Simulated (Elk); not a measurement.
# How CdTe absorbs and reflects light

Wanted: where CdTe starts to absorb, how strongly, and its refractive index. The cell comes from an older database entry, whose edges can differ from later determinations, mostly by under a per cent.

Program: Elk 11.2.3 (patched build). Level of theory: DFT, PBE, all-electron APW+lo, Dirac cores, scalar-relativistic bands, independent-particle optical response without local fields. Results are calculated unless marked as measured.

The database entry behind the starting cell differs from later determinations by our own check (an axis about 1.1 % short against later determinations), so it need not match the best structure at ambient conditions.

### 1. The structure

It takes space group F-43m (No. 216, cubic). Conventional cell: a = 6.410 Å, b = 6.410 Å, c = 6.410 Å, α = 90.00°, β = 90.00°, γ = 90.00°. Nearest to Te lie 4 Cd at 2.78 Å. Nearest to Cd lie 4 Te at 2.78 Å. Farther neighbours and most contacts between anions are not listed.

Structure file:

```cif
data_structure
_symmetry_space_group_name_H-M 'F-43m'
_symmetry_Int_Tables_number 216
_cell_length_a 6.4100
_cell_length_b 6.4100
_cell_length_c 6.4100
_cell_angle_alpha 90.000
_cell_angle_beta 90.000
_cell_angle_gamma 90.000
_cell_volume 263.37
loop_
_atom_site_label
_atom_site_type_symbol
_atom_site_symmetry_multiplicity
_atom_site_Wyckoff_symbol
_atom_site_fract_x
_atom_site_fract_y
_atom_site_fract_z
_atom_site_occupancy
Te1 Te 4 c 0.25000 0.25000 0.25000 1
Cd1 Cd 4 a 0.00000 0.00000 0.00000 1
```

### 2. Ground state

First the ground state: is it a metal or has it a gap?

This step: DFT, PBE, all-electron APW+lo, Dirac cores, scalar-relativistic bands, ground state (Elk 11.2.3 (patched build)).

Contents of elk.in:

```
tasks
  0
  120

xctype
  20

nempty
  10

lorbcnd
  .true.

rgkmax
  7.0

swidth
  0.0018375

maxscl
  100

epsengy
  1e-05

sppath
  './'

avec
  0.000000000000 6.056572229426 6.056572229426
  6.056572229426 0.000000000000 6.056572229426
  6.056572229426 6.056572229426 0.000000000000

atoms
  2
  'Te.in'
  1
  0.750000000000 0.750000000000 0.750000000000   0.000 0.000 0.000
  'Cd.in'
  1
  0.000000000000 0.000000000000 0.000000000000   0.000 0.000 0.000

ngridk
  8 8 8
```

On the command line:

```console
> OMP_NUM_THREADS=4 elk
```

Numbers of over 12 decimals in the logs are rounded to 6 here.

Output:

```text
┌─────────────────────────┐
│ Elk code version 11.2.3 │
└─────────────────────────┘

All units are atomic (Hartree, Bohr, etc.)

┌─────────────────────────────────────────────────┐
│ Ground-state run starting from atomic densities │
└─────────────────────────────────────────────────┘

Lattice vectors :
   0.000000000       6.056572229       6.056572229
   6.056572229       0.000000000       6.056572229
   6.056572229       6.056572229       0.000000000

Reciprocal lattice vectors :
 -0.5187080306      0.5187080306      0.5187080306
  0.5187080306     -0.5187080306      0.5187080306
  0.5187080306      0.5187080306     -0.5187080306

Unit cell volume      :    444.3351787
Brillouin zone volume :   0.5582502249

Muffin-tin inner radius fraction :   0.1000000000E-01

Nuclei treated as point charges

Species : 1 (Te)
 parameters loaded from : Te.in
 name : tellurium
 nuclear charge    :   -52.00000000
 electronic charge :    52.00000000
 atomic mass :    232600.5708
 muffin-tin radius :    2.597572705
 number of radial points in muffin-tin :   1193
 inner part over the whole radius :   0.9994852896E-02
 number on inner part of muffin-tin    :    851
 approximate nuclear radius :   0.8944870508E-04
 number of mesh points to nuclear radius :    430
 atomic positions (lattice), magnetic fields (Cartesian) :
  1 :   0.00000000  0.00000000  0.00000000    0.00000000  0.00000000  0.00000000

Species : 2 (Cd)
 parameters loaded from : Cd.in
 name : cadmium
 nuclear charge    :   -48.00000000
 electronic charge :    48.00000000
 atomic mass :    204912.7176
 muffin-tin radius :    2.597572705
 number of radial points in muffin-tin :   1193
 inner part over the whole radius :   0.9975374582E-02
 number on inner part of muffin-tin    :    850
 approximate nuclear radius :   0.8708852602E-04
 number of mesh points to nuclear radius :    426
 atomic positions (lattice), magnetic fields (Cartesian) :
  1 :   0.25000000  0.25000000  0.25000000    0.00000000  0.00000000  0.00000000

Total number of atoms per unit cell :    2
Total muffin-tin volume :    146.8323473
 ratio of muffin-tin to unit cell volume :   0.3304540228

Spin treatment :
 spin-unpolarised

Number of Bravais lattice symmetries :   48
Number of crystal symmetries         :   24
Crystal has no inversion symmetry
Complex Hermitian eigensolver will be used

k-point grid :      8     8     8
k-point offset :    0.000000000       0.000000000       0.000000000
k-point set is reduced with full crystal symmetry group
Total number of k-points :       43

Muffin-tin radius times maximum |G+k| :    7.000000000
 using average radius
Maximum |G+k| for APW functions       :    2.694823512
Maximum (1/2)|G+k|²                   :    3.631036880
Maximum |G| for potential and density :    12.00000000
Constant for pseudocharge density :    8
 order of it for each species :   15  15
 order of it for pair densities of each species (exact exchange by exxq0 0: 15) :   10  10
Radial integration step length :    1

G-vector grid sizes :     35    35    35
Number of G-vectors :    12939

Maximum angular momentum used for
 APW functions            :    8
 outer part of muffin-tin :    6
 inner part of muffin-tin :    2

Total nuclear charge    :   -100.0000000
Total core charge       :    66.00000000
Total valence charge    :    34.00000000
Total excess charge     :    0.000000000
Total electronic charge :    100.0000000

Effective Wigner radius, rₛ :    1.019860323

Number of empty states         :     20
Total number of valence states :     38
Total number of core states    :     66

Conduction state local-orbitals added automatically
Third-order local-orbitals added for an l without core states : F
Total number of local-orbitals :    130

Exchange-correlation functional :     20     0     0
 Perdew-Burke-Ernzerhof, Phys. Rev. Lett. 77, 3865 (1996)
 gradient requirement :    1
 generalised gradient approximation (GGA)

Smearing type :    3
 Fermi-Dirac
Smearing width :   0.1837500000E-02
Effective electronic temperature (K) :    580.2366081

Mixing type :    3
 Broyden mixing, J. Phys. A: Math. Gen. 17, L317 (1984)

Kohn-Sham potential initialised from atomic data

┌──────────────────────────────┐
│ Self-consistent loop started │
└──────────────────────────────┘

┌─────────────────┐
│ Loop number : 1 │
└─────────────────┘

Energies :
 Fermi                       :     0.39208850315610E-01
 sum of occupied eigenvalues :     -7503.9394057531
 electron kinetic            :      13054.299724578
 core electron kinetic       :      12702.271057734
 Coulomb                     :     -25116.766970730
 Coulomb potential           :     -20119.922872887
 nuclear-nuclear             :     -1113.0162661752
 electron-nuclear            :     -27909.559762949
 Hartree                     :      3905.8090583944
 Madelung                    :     -15056.805534286
 xc potential                :     -438.31625744411
 exchange                    :     -325.50182544297
 correlation                 :     -5.383466
 electron entropic           :    -0.48175816597623E-08
 total energy                :     -12393.352537292

Density of states at Fermi energy :   0.1129063134E-03
 (states/Hartree/unit cell)

Estimated indirect band gap :   0.4124292513E-01
 from k-point 1 to k-point 1
Estimated direct band gap   :   0.4124292513E-01
 at k-point 1

Charges :
 core                        :    66.00000000
 valence                     :    34.00000000
 interstitial                :    3.305404757
 muffin-tins (core leakage)
  species : 1 (Te)
   atom 1                    :    50.14217575     (  0.4117518770E-03)
  species : 2 (Cd)
   atom 1                    :    46.55241949     (  0.2575269811E-03)
 total in muffin-tins        :    96.69459524
 total calculated charge     :    99.99919540
 total charge                :    100.0000000
 error                       :   0.8045988164E-03

┌─────────────────┐
│ Loop number : 2 │
└─────────────────┘

Energies :
 Fermi                       :     0.40086676471460E-01
 sum of occupied eigenvalues :     -7503.8785991410
 electron kinetic            :      13054.198696617
 core electron kinetic       :      12702.168733133
 Coulomb                     :     -25116.798417330
 Coulomb potential           :     -20119.886291879
 nuclear-nuclear             :     -1113.0162661752
 electron-nuclear            :     -27909.658155031
 Hartree                     :      3905.8760038760
 Madelung                    :     -15056.855271391
 xc potential                :     -438.19100387910
 exchange                    :     -325.50434722449
 correlation                 :     -5.383510
 electron entropic           :    -0.49897387397041E-08
 total energy                :     -12393.487577928

Density of states at Fermi energy :   0.1172952259E-03
 (states/Hartree/unit cell)

Estimated indirect band gap :   0.4110294114E-01
 from k-point 1 to k-point 1
Estimated direct band gap   :   0.4110294114E-01
 at k-point 1

Charges :
 core                        :    66.00000000
 valence                     :    34.00000000
 interstitial                :    3.304811480
 muffin-tins (core leakage)
  species : 1 (Te)
   atom 1                    :    50.14010852     (  0.4118007918E-03)
  species : 2 (Cd)
   atom 1                    :    46.55508000     (  0.2572750370E-03)
 total in muffin-tins        :    96.69518852
 total calculated charge     :    99.99919570
 total charge                :    100.0000000
 error                       :   0.8043008974E-03

RMS change in Kohn-Sham potential (target) :   0.1265417589     (  0.1000000000E-05)
Absolute change in total energy (target)   :   0.1350406360     (  0.1000000000E-04)

[... 14 loops left out ...]

┌──────────────────┐
│ Loop number : 17 │
└──────────────────┘

Energies :
 Fermi                       :     0.140669
 sum of occupied eigenvalues :     -7494.6016335276
 electron kinetic            :      13055.252697265
 core electron kinetic       :      12701.575253614
 Coulomb                     :     -25117.226683608
 Coulomb potential           :     -20117.919134657
 nuclear-nuclear             :     -1113.0162661752
 electron-nuclear            :     -27912.388617784
 Hartree                     :      3908.1782003521
 Madelung                    :     -15058.267116279
 xc potential                :     -431.93519613622
 exchange                    :     -325.58600636523
 correlation                 :     -5.385048
 electron entropic           :    -0.58213455971802E-07
 total energy                :     -12392.945040332

Density of states at Fermi energy :   0.1741335243E-02
 (states/Hartree/unit cell)

Estimated indirect band gap :   0.3120816523E-01
 from k-point 1 to k-point 1
Estimated direct band gap   :   0.3120816523E-01
 at k-point 1

Charges :
 core                        :    66.00000000
 valence                     :    34.00000000
 interstitial                :    3.268104820
 muffin-tins (core leakage)
  species : 1 (Te)
   atom 1                    :    50.05191031     (  0.4090743138E-03)
  species : 2 (Cd)
   atom 1                    :    46.67998486     (  0.2474706791E-03)
 total in muffin-tins        :    96.73189518
 total calculated charge     :    99.99922378
 total charge                :    100.0000000
 error                       :   0.7762185556E-03

RMS change in Kohn-Sham potential (target) :   0.4692087675E-08 (  0.1000000000E-05)
Absolute change in total energy (target)   :   0.2583205060E-05 (  0.1000000000E-04)

Convergence targets achieved

┌──────────────────┐
│ Loop number : 18 │
└──────────────────┘

Energies :
 Fermi                       :     0.140669
 sum of occupied eigenvalues :     -7494.6016337508
 electron kinetic            :      13055.252697060
 core electron kinetic       :      12701.575253383
 Coulomb                     :     -25117.226683546
 Coulomb potential           :     -20117.919134653
 nuclear-nuclear             :     -1113.0162661752
 electron-nuclear            :     -27912.388617686
 Hartree                     :      3908.1782003155
 Madelung                    :     -15058.267116219
 xc potential                :     -431.93519615843
 exchange                    :     -325.58600636252
 correlation                 :     -5.385048
 electron entropic           :    -0.58213443470379E-07
 total energy                :     -12392.945040473

Density of states at Fermi energy :   0.1741334827E-02
 (states/Hartree/unit cell)

Estimated indirect band gap :   0.3120816611E-01
 from k-point 1 to k-point 1
Estimated direct band gap   :   0.3120816611E-01
 at k-point 1

Charges :
 core                        :    66.00000000
 valence                     :    34.00000000
 interstitial                :    3.268104825
 muffin-tins (core leakage)
  species : 1 (Te)
   atom 1                    :    50.05191032     (  0.4090743143E-03)
  species : 2 (Cd)
   atom 1                    :    46.67998486     (  0.2474706785E-03)
 total in muffin-tins        :    96.73189518
 total calculated charge     :    99.99922378
 total charge                :    100.0000000
 error                       :   0.7762185585E-03

┌──────────────────────────────┐
│ Self-consistent loop stopped │
└──────────────────────────────┘

Warning : core states of species 1 leak from the muffin-tin :   0.4090743143E-03

Warning : core states of species 2 leak from the muffin-tin :   0.2474706785E-03

Wrote STATE.OUT
```

Run time: 14 s. Hardware: 4 threads of Intel Xeon Platinum 8488C (Sapphire Rapids), shared host; peak memory 0.13 GiB.

Numbers from this step:

| Item | Value |
| --- | --- |
| total energy | -12393 Ha |
| Fermi energy | 3.828 eV |
| DOS at the Fermi level | 6.40e-5 states/eV/cell |
| gap on the k-mesh | 0.8492 eV |
| direct gap on the mesh | 0.8492 eV |

There is a gap, 0.85 eV on this mesh (points off the mesh can give less), so no carriers' term is needed.

(Part 1 of 2 ends here.)

[Machine, clock and banner lines and Python warnings are left out of the logs.]

[Logs are printed without paths, hosts, clocks, repeated set-up lines and the standing remarks that a program may print on its own settings, such as how far it seeks lower states.]

[Hosts, paths, dates, database ids (printed as entryN), source tags and the programs' standing remarks are cut or masked in the printed files.]
